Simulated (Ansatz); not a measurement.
Ni:

```
Ni
1.0
     0.00000    1.73757    1.73757
     1.73757    0.00000    1.73757
     1.73757    1.73757    0.00000
Ni
1
Direct
  0.00000 0.00000 0.00000
```

Base run:

| Property | Result |
| --- | --- |
| Program | Ansatz 0.2.0 |
| Functional | PBEsol |
| Potentials or basis | Ansatz PAW |
| Cutoff | 420 eV (not typed: the program's choice for these potentials) |
| k mesh | 13 × 13 × 13 |
| Occupations | fermi-dirac, width 0.05 eV |
| Spin | no spin polarisation |

Its results: band gap on the k mesh none (metal or under the smearing width); pressure -3.4 GPa.

Problem. The run is repeated on the same cell with these changes: spin from no spin polarisation to collinear spin, random start. What comes out?

Solution. Band gap on the k mesh none (metal or under the smearing width); pressure -2.4 GPa; net moment 0.63 μB per cell; site moments Ni +0.66 μB.

Caveats: the PAW data sets come from PBE, with cores solved anew for the run's functional, which leaves a small shift of forces and pressure.
